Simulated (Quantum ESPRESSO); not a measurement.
The system is Ce.

```xyz
1
Lattice="0.0000 2.5806 2.5806 2.5806 0.0000 2.5806 2.5806 2.5806 0.0000" Properties=species:S:1:pos:R:3 pbc="T T T"
Ce    0.0000    0.0000    0.0000
```

A run of Quantum ESPRESSO 7.5 on this cell left the log below. Logs are shortened: lines on timing, memory, paths and dates and some standing lists are left out, and cuts for length are marked.

```text
This program is part of the open-source Quantum ESPRESSO suite
     for quantum simulation of materials; please cite
         "P. Giannozzi et al., J. Phys.:Condens. Matter 21 395502 (2009);
         "P. Giannozzi et al., J. Phys.:Condens. Matter 29 465901 (2017);
         "P. Giannozzi et al., J. Chem. Phys. 152 154105 (2020);
     in publications or presentations arising from this work. More details at

     file Ce.paw.z_12.atompaw.wentzcovitch.v1.2.upf: wavefunction(s)  6S 0P 5D 0D 4F 0F renormalized
     Message from routine setup:
     using ibrav=0 with symmetry is DISCOURAGED, use correct ibrav instead

     G-vector sticks info
     --------------------
     sticks:   dense  smooth     PW     G-vecs:    dense   smooth      PW
     Sum        1429     721    223                36085    12675    2133

     Using Slab Decomposition

     bravais-lattice index     =            0
     lattice parameter (alat)  =       6.8966  a.u.
     unit-cell volume          =     231.9470 (a.u.)^3
     number of atoms/cell      =            1
     number of atomic types    =            1
     number of electrons       =        12.00
     number of Kohn-Sham states=           15
     kinetic-energy cutoff     =      55.0000  Ry
     charge density cutoff     =     440.0000  Ry
     scf convergence threshold =      2.0E-10
     mixing beta               =       0.3000
     number of iterations used =            8  plain     mixing
     Exchange-correlation= SLA PW PBX PBC
                           (   1   4   3   4   0   0   0)

     celldm(1)=   6.896592  celldm(2)=   0.000000  celldm(3)=   0.000000
     celldm(4)=   0.000000  celldm(5)=   0.000000  celldm(6)=   0.000000

     crystal axes: (cart. coord. in units of alat)
               a(1) = (   0.000000   0.707107   0.707107 )
               a(2) = (   0.707107   0.000000   0.707107 )
               a(3) = (   0.707107   0.707107   0.000000 )

     reciprocal axes: (cart. coord. in units 2 pi/alat)
               b(1) = ( -0.707107  0.707107  0.707107 )
               b(2) = (  0.707107 -0.707107  0.707107 )
               b(3) = (  0.707107  0.707107 -0.707107 )

     PseudoPot. # 1 for Ce read from file:
     Ce.paw.z_12.atompaw.wentzcovitch.v1.2.upf
[... 70 lines left out ...]
     Generating pointlists ...
     new r_m :   0.4125 (alat units)  2.8448 (a.u.) for type    1

     Initial potential from superposition of free atoms

     starting charge      11.9930, renormalised to      12.0000
     Starting wfcs are   32 randomized atomic wfcs

     Self-consistent Calculation

     iteration #  1     ecut=    55.00 Ry     beta= 0.30
     Davidson diagonalization with overlap
     ethr =  1.00E-02,  avg # of iterations =  1.6

     Threshold (ethr) on eigenvalues was too large:
     Diagonalizing with lowered threshold

     Davidson diagonalization with overlap
     ethr =  7.14E-05,  avg # of iterations =  4.4

     total energy              =    -482.03145915 Ry
     estimated scf accuracy    <       0.00972394 Ry
[... 192 lines left out ...]
     iteration # 18     ecut=    55.00 Ry     beta= 0.30
     Davidson diagonalization with overlap
     ethr =  2.77E-12,  avg # of iterations =  1.9

     negative rho (up, down):  0.000E+00 2.053E-05

     Magnetic moment per site  (integrated on atomic sphere of radius R)
     atom   1 (R=0.413)  charge= 10.4430  magn=  0.7637

     End of self-consistent calculation

 ------ SPIN UP ------------

          k = 0.0000 0.0000 0.0000 (  1639 PWs)   bands (ev):

   -22.9021  -4.8823  -4.8823  -4.8823   8.5442  11.6730  12.0724  12.0724
    12.0724  12.6562  12.6562  12.6562  13.4717  13.4717  13.4717

          k = 0.0786 0.0786-0.0786 (  1588 PWs)   bands (ev):
[... 166 lines left out ...]
   -22.6419  -5.9064  -5.7279  -5.3786  11.0409  11.7271  11.9527  12.1353
    12.2902  12.3021  12.3320  12.4805  12.7428  13.2043  15.4331

 ------ SPIN DOWN ----------

          k = 0.0000 0.0000 0.0000 (  1639 PWs)   bands (ev):

   -22.5572  -4.5950  -4.5950  -4.5950   8.7875  12.2901  12.5976  12.5976
    12.5976  12.9740  12.9740  12.9740  13.6842  13.6842  13.6842

          k = 0.0786 0.0786-0.0786 (  1588 PWs)   bands (ev):
[... 166 lines left out ...]
   -22.2928  -5.6291  -5.4491  -5.0978  11.2346  12.0706  12.2907  12.4689
    12.6659  12.7042  12.9626  12.9944  13.1717  13.5540  15.6462

     the Fermi energy is    11.9746 ev

!    total energy              =    -482.02783247 Ry
     total all-electron energy =      -482.027832 Ry
     estimated scf accuracy    <          3.0E-11 Ry
     smearing contrib. (-TS)   =      -0.00286507 Ry
     internal energy E=F+TS    =    -482.02496740 Ry

     The total energy is F=E-TS. E is the sum of the following terms:
     one-electron contribution =      -6.33611799 Ry
     hartree contribution      =      10.59389823 Ry
     xc contribution           =     -13.72530300 Ry
     ewald contribution        =     -67.69229086 Ry
     one-center paw contrib.   =    -404.86515378 Ry

     total magnetization       =     0.86 Bohr mag/cell
     absolute magnetization    =     0.86 Bohr mag/cell

     convergence has been achieved in  18 iterations

     negative rho (up, down):  0.000E+00 2.053E-05

     Forces acting on atoms (cartesian axes, Ry/au):

     atom    1 type  1   force =     0.00000000    0.00000000    0.00000000

     Total force =     0.000000     Total SCF correction =     0.000000

     Computing stress (Cartesian axis) and pressure

     negative rho (up, down):  0.000E+00 2.053E-05
          total   stress  (Ry/bohr**3)                   (kbar)     P=      -47.44
  -0.00032251   0.00000000   0.00000000          -47.44        0.00        0.00
   0.00000000  -0.00032251   0.00000000            0.00      -47.44        0.00
   0.00000000   0.00000000  -0.00032251            0.00        0.00      -47.44

=------------------------------------------------------------------------------=
   JOB DONE.
=------------------------------------------------------------------------------=
```

Problem. Write the input and the command behind it.

Solution. Single point with PBE, collinear spin, ferromagnetic start. The files as run (others can give the same):

pw.in
```
&CONTROL
  calculation = 'scf'
  prefix = 'pwscf'
  outdir = './tmp'
  pseudo_dir = './pseudo'
  tprnfor = .true.
  tstress = .true.
  disk_io = 'nowf'
/
&SYSTEM
  ibrav = 0
  nat = 1
  ntyp = 1
  ecutwfc = 55
  ecutrho = 440
  nbnd = 15
  occupations = 'smearing'
  smearing = 'fd'
  degauss = 0.00367493
  nspin = 2
  starting_magnetization(1) = 0.0833
/
&ELECTRONS
  conv_thr = 2d-10
  electron_maxstep = 120
  mixing_beta = 0.3
/
ATOMIC_SPECIES
Ce   140.1160 Ce.paw.z_12.atompaw.wentzcovitch.v1.2.upf
CELL_PARAMETERS angstrom
   0.0000000000    2.5806000000    2.5806000000
   2.5806000000    0.0000000000    2.5806000000
   2.5806000000    2.5806000000    0.0000000000
ATOMIC_POSITIONS crystal
Ce     0.0000000000    0.0000000000    0.0000000000
K_POINTS automatic
9 9 9 0 0 0
```

Potentials or basis: SSSP 1.3 efficiency PBE.
Command:
```bash
$ OMP_NUM_THREADS=1 pw.x -in pw.in > pw.out
```

Caveat: the magnetic or orbital state may not be the lowest; spin-orbit coupling is left out, which moves the levels of the heavy elements.
